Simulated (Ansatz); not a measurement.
**Preparing AlN (P6_3mc) as a host crystal**

Aim: the runs on the perfect crystal AlN (P6_3mc) that a defect calculation needs first.

Program: Ansatz 0.2.0. Level of theory: plane-wave PAW DFT, PBEsol; relaxation of the host's cell and atoms; PAW set soft_1, in the first sound run; inputs show where later runs differ. Results are calculated unless marked as measured.

This is a report of a sequence of runs, with most program output left out.

## Step 1: The structure

It takes space group P6_3mc (No. 186, hexagonal). Conventional cell: a = 3.129 Å, b = 3.129 Å, c = 5.017 Å, α = 90.00°, β = 90.00°, γ = 120.00°. Nearest to Al lie 4 N at 1.90 to 1.91 Å. Nearest to N lie 4 Al at 1.90 to 1.91 Å. Farther neighbours and most contacts between anions are not listed.

## Step 2: Host cell relaxation

Cell and atoms are relaxed together, until forces and stress fall under their thresholds.

The input, cell/input.yaml:

```yaml
crystal:
  lattice:
    - [3.1285881, 0.0, 0.0]
    - [-1.5642941, 2.7094368, 0.0]
    - [0.0, 0.0, 5.016955]
  atoms:
    - { symbol: Al, position: [0.66666667, 0.33333333, 0.499287] }
    - { symbol: Al, position: [0.33333333, 0.66666667, 0.999287] }
    - { symbol: "N", position: [0.66666667, 0.33333333, 0.880713] }
    - { symbol: "N", position: [0.33333333, 0.66666667, 0.380713] }
basis:
  ecutwfc: 420
  xc_grid: 2
hamiltonian:
  xc: pbesol
  pseudopotentials: { kind: paw, azcp: { folder: soft_1 }, xc_functional: pbe }
kpoints:
  mp_grid: { grid: [10, 10, 6] }
scf:
  occupations: { method: fixed }
  max_iter: 100
relax:
  f_tol: 0.005
  max_steps: 60
  cell: {}
output:
  forces: true
  stress: true
checkpoint:
  write: "../cell.run"
  compress: false
  write_wavefunctions: false
  write_every: 100000
```

Run with:

```sh
$ ansatz run input.yaml --threads 8 --pin off --max-ram 18841MiB --backend cpu --events-out ev --progress --plain --runs-dir out
```

It took 1.8 s on 8 threads of Arm Neoverse V2, shared host; peak memory 0.37 GiB.

Relaxation path:

| step | energy less that of the first step (eV) | largest force component (eV/Å) | pressure (GPa) | volume (Å³) |
| --- | --- | --- | --- | --- |
| 1 | 0.0000 | 0.0060 | -3.17 | 42.53 |
| 2 | -0.0058 | 0.0063 | -1.56 | 42.18 |
| 3 | -0.0080 | 0.0024 | 0.04 | 41.84 |
| 4* | -0.0069 | 0.0024 | -0.02 | 41.84 |

Relaxation steps marked * repeat the geometry before them on a plane-wave basis chosen anew for their cell, so energy and pressure can jump there.

The run keeps the 12 symmetry operations that it works with, so distortions that break them were not tested.

| conventional cell, symmetrised | before | after | change |
| --- | --- | --- | --- |
| a (Å) | 3.129 | 3.114 | -0.5 % |
| b (Å) | 3.129 | 3.114 | -0.5 % |
| c (Å) | 5.017 | 4.984 | -0.7 % |
| volume (Å³/atom) | 10.63 | 10.46 | -1.6 % |

This step gave:

- pressure: -0.01950 GPa

The relaxation ends with a largest force component of 0.0024 eV/Å and a pressure of -0.02 GPa.

## Step 3: Defect free supercell relaxed in its symmetry

This cell, the one that will hold the defects, is built from the relaxed host. Its coarser k-points can move the atoms a little, so it is relaxed from the symmetric sites, as the reference for the test of stability.

This step: plane-wave PAW DFT, PBEsol; relaxation of the defect-free supercell in its symmetry; PAW set soft_1 (Ansatz 0.2.0).

System of this step: AlN (P6_3mc). The cell holds 72 atoms: 36 Al and 36 N. Cell: a = 9.341 Å, b = 9.341 Å, c = 9.967 Å, α = 90.0°, β = 90.0°, γ = 120.0°.

The input, pristine.symmetric/input.yaml:

```yaml
crystal:
  lattice:
    - [9.3408219414, 8.62e-08, 0.0]
    - [-4.6704110453, 8.0893890504, 0.0]
    - [0.0, 0.0, 9.9673533283]
  atoms:
    - { symbol: Al, position: [0.2222222222, 0.1111111111, 0.2495170802] }
    - { symbol: Al, position: [0.1111111111, 0.2222222222, 0.4995170802] }
    - { symbol: "N", position: [0.2222222222, 0.1111111111, 0.4404829198] }
    - { symbol: "N", position: [0.1111111111, 0.2222222222, 0.1904829198] }
    - { symbol: Al, position: [0.2222222222, 0.1111111111, 0.7495170802] }
    - { symbol: Al, position: [0.1111111111, 0.2222222222, 0.9995170802] }
    - { symbol: "N", position: [0.2222222222, 0.1111111111, 0.9404829198] }
    - { symbol: "N", position: [0.1111111111, 0.2222222222, 0.6904829198] }
    - { symbol: Al, position: [0.2222222222, 0.4444444444, 0.2495170802] }
    - { symbol: Al, position: [0.1111111111, 0.5555555556, 0.4995170802] }
    - { symbol: "N", position: [0.2222222222, 0.4444444444, 0.4404829198] }
    - { symbol: "N", position: [0.1111111111, 0.5555555556, 0.1904829198] }
    - { symbol: Al, position: [0.2222222222, 0.4444444444, 0.7495170802] }
    - { symbol: Al, position: [0.1111111111, 0.5555555556, 0.9995170802] }
    - { symbol: "N", position: [0.2222222222, 0.4444444444, 0.9404829198] }
    - { symbol: "N", position: [0.1111111111, 0.5555555556, 0.6904829198] }
    - { symbol: Al, position: [0.2222222222, 0.7777777778, 0.2495170802] }
    - { symbol: Al, position: [0.1111111111, 0.8888888889, 0.4995170802] }
    - { symbol: "N", position: [0.2222222222, 0.7777777778, 0.4404829198] }
    - { symbol: "N", position: [0.1111111111, 0.8888888889, 0.1904829198] }
    - { symbol: Al, position: [0.2222222222, 0.7777777778, 0.7495170802] }
    - { symbol: Al, position: [0.1111111111, 0.8888888889, 0.9995170802] }
    - { symbol: "N", position: [0.2222222222, 0.7777777778, 0.9404829198] }
    - { symbol: "N", position: [0.1111111111, 0.8888888889, 0.6904829198] }
    - { symbol: Al, position: [0.5555555556, 0.1111111111, 0.2495170802] }
    - { symbol: Al, position: [0.4444444444, 0.2222222222, 0.4995170802] }
    - { symbol: "N", position: [0.5555555556, 0.1111111111, 0.4404829198] }
    - { symbol: "N", position: [0.4444444444, 0.2222222222, 0.1904829198] }
    - { symbol: Al, position: [0.5555555556, 0.1111111111, 0.7495170802] }
    - { symbol: Al, position: [0.4444444444, 0.2222222222, 0.9995170802] }
    - { symbol: "N", position: [0.5555555556, 0.1111111111, 0.9404829198] }
    - { symbol: "N", position: [0.4444444444, 0.2222222222, 0.6904829198] }
    - { symbol: Al, position: [0.5555555556, 0.4444444444, 0.2495170802] }
    - { symbol: Al, position: [0.4444444444, 0.5555555556, 0.4995170802] }
    - { symbol: "N", position: [0.5555555556, 0.4444444444, 0.4404829198] }
    - { symbol: "N", position: [0.4444444444, 0.5555555556, 0.1904829198] }
    - { symbol: Al, position: [0.5555555556, 0.4444444444, 0.7495170802] }
    - { symbol: Al, position: [0.4444444444, 0.5555555556, 0.9995170802] }
    - { symbol: "N", position: [0.5555555556, 0.4444444444, 0.9404829198] }
    - { symbol: "N", position: [0.4444444444, 0.5555555556, 0.6904829198] }
    - { symbol: Al, position: [0.5555555556, 0.7777777778, 0.2495170802] }
    - { symbol: Al, position: [0.4444444444, 0.8888888889, 0.4995170802] }
    - { symbol: "N", position: [0.5555555556, 0.7777777778, 0.4404829198] }
    - { symbol: "N", position: [0.4444444444, 0.8888888889, 0.1904829198] }
    - { symbol: Al, position: [0.5555555556, 0.7777777778, 0.7495170802] }
    - { symbol: Al, position: [0.4444444444, 0.8888888889, 0.9995170802] }
    - { symbol: "N", position: [0.5555555556, 0.7777777778, 0.9404829198] }
    - { symbol: "N", position: [0.4444444444, 0.8888888889, 0.6904829198] }
    - { symbol: Al, position: [0.8888888889, 0.1111111111, 0.2495170802] }
    - { symbol: Al, position: [0.7777777778, 0.2222222222, 0.4995170802] }
    - { symbol: "N", position: [0.8888888889, 0.1111111111, 0.4404829198] }
    - { symbol: "N", position: [0.7777777778, 0.2222222222, 0.1904829198] }
    - { symbol: Al, position: [0.8888888889, 0.1111111111, 0.7495170802] }
    - { symbol: Al, position: [0.7777777778, 0.2222222222, 0.9995170802] }
    - { symbol: "N", position: [0.8888888889, 0.1111111111, 0.9404829198] }
    - { symbol: "N", position: [0.7777777778, 0.2222222222, 0.6904829198] }
    - { symbol: Al, position: [0.8888888889, 0.4444444444, 0.2495170802] }
    - { symbol: Al, position: [0.7777777778, 0.5555555556, 0.4995170802] }
    - { symbol: "N", position: [0.8888888889, 0.4444444444, 0.4404829198] }
    - { symbol: "N", position: [0.7777777778, 0.5555555556, 0.1904829198] }
    - { symbol: Al, position: [0.8888888889, 0.4444444444, 0.7495170802] }
    - { symbol: Al, position: [0.7777777778, 0.5555555556, 0.9995170802] }
    - { symbol: "N", position: [0.8888888889, 0.4444444444, 0.9404829198] }
    - { symbol: "N", position: [0.7777777778, 0.5555555556, 0.6904829198] }
    - { symbol: Al, position: [0.8888888889, 0.7777777778, 0.2495170802] }
    - { symbol: Al, position: [0.7777777778, 0.8888888889, 0.4995170802] }
    - { symbol: "N", position: [0.8888888889, 0.7777777778, 0.4404829198] }
    - { symbol: "N", position: [0.7777777778, 0.8888888889, 0.1904829198] }
    - { symbol: Al, position: [0.8888888889, 0.7777777778, 0.7495170802] }
    - { symbol: Al, position: [0.7777777778, 0.8888888889, 0.9995170802] }
    - { symbol: "N", position: [0.8888888889, 0.7777777778, 0.9404829198] }
    - { symbol: "N", position: [0.7777777778, 0.8888888889, 0.6904829198] }
basis:
  ecutwfc: 420
  xc_grid: 2
hamiltonian:
  xc: pbesol
  pseudopotentials: { kind: paw, azcp: { folder: soft_1 }, xc_functional: pbe }
kpoints:
  mp_grid: { grid: [1, 1, 1] }
scf:
  occupations: { method: fermi_dirac, width: 0.01 }
  max_iter: 100
  lower_state_search: "off"
output:
  forces: true
relax:
  f_tol: 0.015
  max_steps: 60
  escape_saddle: false
checkpoint:
  write: "../pristine.symmetric.run"
  compress: false
  write_wavefunctions: false
  write_every: 100000
```

Wall time 3.3 s (8 threads); peak memory 0.83 GiB; 22 s of CPU time.

No atom moved by 0.005 Å in the relaxation.

## Step 4: Defect free supercell relaxed from displaced atoms

This step: plane-wave PAW DFT, PBEsol; relaxation of the defect-free supercell from random displacements, a test of the host's stability; PAW set soft_1 (Ansatz 0.2.0).

pristine.rattled/input.yaml, as its differences from pristine.symmetric/input.yaml of step 3:

```diff
@@ -94,6 +94,6 @@
   f_tol: 0.015
-  max_steps: 60
-  escape_saddle: false
+  max_steps: 120
+  random_displacement: { amplitude: 0.06, seed: 8799 }
 checkpoint:
-  write: "../pristine.symmetric.run"
+  write: "../pristine.rattled.run"
   compress: false
```

Wall time 7.3 s (8 threads); peak memory 0.85 GiB; 48 s of CPU time.

Relaxation path:

| step | energy less that of the first step (eV) | largest force component (eV/Å) |
| --- | --- | --- |
| 1 | 0.0000 | 2.0779 |
| 2 | -1.7634 | 1.1692 |
| 3 | -2.4306 | 0.0203 |
| 4 | -2.4306 | 0.0203 |
| 5 | -2.4308 | 0.0002 |

The relaxation ends 34 meV an atom lower than the displaced start, with a largest force component of 2.0e-4 eV/Å.

## Step 5: Host on a dense mesh

This step: plane-wave PAW DFT, PBEsol; single point of the defect-free host, a test of the k-point sampling; PAW set soft_1 (Ansatz 0.2.0).

System of this step: AlN (P6_3mc). Symmetry: P6_3mc, No. 186, hexagonal system. The conventional cell has a = 3.114 Å, b = 3.114 Å, c = 4.984 Å, α = 90.00°, β = 90.00°, γ = 120.00°. Al has 4 N at 1.89 to 1.90 Å nearest. Nearest to N lie 4 Al at 1.89 to 1.90 Å. Farther neighbours and most contacts between anions are not listed.

The input, dense/input.yaml:

```yaml
crystal:
  lattice:
    - [3.1136073138, 2.87e-08, 0.0]
    - [-1.5568036818, 2.6964630168, 0.0]
    - [0.0, 0.0, 4.9836766641]
  atoms:
    - { symbol: Al, position: [0.6666666667, 0.3333333333, 0.4990341603] }
    - { symbol: Al, position: [0.3333333333, 0.6666666667, 0.9990341603] }
    - { symbol: "N", position: [0.6666666667, 0.3333333333, 0.8809658397] }
    - { symbol: "N", position: [0.3333333333, 0.6666666667, 0.3809658397] }
basis:
  ecutwfc: 420
  xc_grid: 2
hamiltonian:
  xc: pbesol
  pseudopotentials: { kind: paw, azcp: { folder: soft_1 }, xc_functional: pbe }
kpoints:
  mp_grid: { grid: [10, 10, 6] }
scf:
  occupations: { method: fermi_dirac, width: 0.01 }
  max_iter: 100
  lower_state_search: "off"
checkpoint:
  write: "../dense.run"
  compress: false
  write_wavefunctions: false
  write_every: 100000
```

The job ended after 0.38 s (8 threads; peak memory 0.33 GiB; 2 s of CPU time).

## Step 6: Defect free supercell at the zone centre

The supercell is run at the zone centre, to see how far that sampling misses the dense mesh.

System of this step: AlN (P6_3mc). The cell holds 72 atoms: 36 Al and 36 N. Its edges and angles: a = 9.341 Å, b = 9.341 Å, c = 9.967 Å, α = 90.0°, β = 90.0°, γ = 120.0°.

pristine.sampling_gamma/input.yaml, as its differences from pristine.rattled/input.yaml of step 4:

```diff
@@ -90,10 +90,4 @@
   lower_state_search: "off"
-output:
-  forces: true
-relax:
-  f_tol: 0.015
-  max_steps: 120
-  random_displacement: { amplitude: 0.06, seed: 8799 }
 checkpoint:
-  write: "../pristine.rattled.run"
+  write: "../pristine.sampling_gamma.run"
   compress: false
```

Elapsed: 1.3 s, on 8 threads; peak memory 0.82 GiB; 8.4 s of CPU time.

## Step 7: Defect free supercell at the quarter point

The supercell is run at one point off the zone centre, to see how far that sampling misses the dense mesh.

pristine.sampling_quarter/input.yaml, as its differences from pristine.sampling_gamma/input.yaml of step 6:

```diff
@@ -85,3 +85,3 @@
 kpoints:
-  mp_grid: { grid: [1, 1, 1] }
+  mp_grid: { grid: [1, 1, 1], shift: [0.25, 0.25, 0.25] }
 scf:
@@ -91,3 +91,3 @@
 checkpoint:
-  write: "../pristine.sampling_gamma.run"
+  write: "../pristine.sampling_quarter.run"
   compress: false
```

The job ended after 2.6 s (8 threads; peak memory 1.2 GiB; 18 s of CPU time).

## Step 8: Results

| Quantity | Value |
| --- | --- |
| primitive cell vectors, lengths | 3.114, 3.114, 4.984 Å |
| supercell relaxed in its symmetry less the displaced and relaxed one | 0.000 eV |
| energy an atom at the zone centre alone less that on the dense mesh | 0.048 eV |
| energy an atom at one point at (¼, ¼, ¼) less that on the dense mesh | -0.016 eV |

**Reading.** Step 2: The cell shrank by 1.6 % in volume. Step 4: The energy fell by 2.431 eV from the randomly displaced start; the atoms end within 0.005 Å of the sites as typed, once the mean shift is taken out. The displaced cell ends within 0.01 eV of the symmetric one relaxed in its symmetry, so no lower structure shows in this supercell. All at zero temperature.

[Logs are printed without paths, hosts, clocks, repeated set-up lines and the standing remarks that a program may print on its own settings, such as how far it seeks lower states.]

[Hosts, paths, dates, database ids (printed as entryN), source tags and the programs' standing remarks are cut or masked in the printed files.]

[Runs of the host that timed out are not shown.]

[For some hosts the program warned that the k-mesh of the response run may be too coarse for force constants and the static dielectric constant; such warnings are not always shown.]
